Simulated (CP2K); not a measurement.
Crystal: PbSe (Clausthalite).

```
Pb Se
1.0
     4.32841    0.00000    0.00000
     2.16421    3.74852    0.00000
     2.16421    1.24951    3.53413
Pb Se
1 1
Cartesian
  0.0000 0.0000 0.0000
  4.3284 2.4990 1.7671
```

Base run:

| Quantity | Value |
| --- | --- |
| Program | CP2K 2026.2 |
| Functional | RPBE |
| Potentials or basis | POTENTIAL_UZH Pb GTH-PBE-q4, Se GTH-PBE-q6; TZVP-MOLOPT-PBE-GTH basis |
| Density cutoff | 6123 eV |
| k mesh | 8 × 8 × 8 |
| Occupations | fermi-dirac, width 0.05 eV |
| Spin | no spin polarisation |

Its results: band gap on the k mesh 0.20 eV, direct; pressure 3.6 GPa.

Problem. The run is repeated on the same cell with these changes: functional from RPBE to PBE; ngrids from 4 to 5. What comes out?

Solution. Band gap on the k mesh 0.14 eV, direct; pressure 2.9 GPa.

Caveats: spin-orbit coupling is left out, which as a rule narrows the gap of such compounds by several tenths of an eV; the basis of atomic orbitals isn't converged, which shifts pressures, moduli and gaps; the potentials were made for another functional, which shifts forces and pressure (some runs).
